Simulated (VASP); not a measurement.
**Ba under changes of volume**

One of the cells (64.264 Å³/atom); the others are scaled copies at fixed shape and fractional positions:

```
Ba
1.0
     4.34017    0.00000    0.00000
    -2.17008    3.75870    0.00000
     0.00000    0.00000    3.93933
Ba
1
Direct
  0.00000 0.00000 0.00000
```

This isn't the form of Ba at room conditions, which is bcc.

* Program: VASP 6.6.1
* Functional: PBE
* Potentials or basis: VASP PAW PBE potentials, release 64 (Ba_sv)
* Cutoff: 520 eV
* k mesh: 7 × 7 × 7
* Occupations: fermi-dirac, width 0.05 eV
* Spin: no spin polarisation

| volume (Å³/atom) | energy over the lowest point (meV/atom) | pressure (GPa) |
| --- | --- | --- |
| 59.223 | ? | ? |
| 60.484 | 0.82 | 0.2 |
| 61.744 | 0.00 | 0.0 |
| 64.264 | 2.01 | -0.2 |
| 65.524 | 4.65 | -0.4 |
| 66.784 | 8.23 | -0.5 |

Task: What does the run at 59.223 Å³/atom give?

Result: Energy over the lowest point 2.99 meV/atom; pressure 0.4 GPa.

Worked out: A Birch-Murnaghan fit of order 3 (a polynomial in V^(-2/3)) to the other rows has its minimum at 61.92 Å³/atom with B0 = V·E''(V) = 7.8 GPa and B' = 3.5 at fixed shape and positions, which overstates the stiffness. It gives 3.02 meV/atom at 59.223 Å³/atom, against the run's 2.99, and -dE/dV = 0.4 GPa, against 0.4.

Energies are extrapolated to zero smearing.
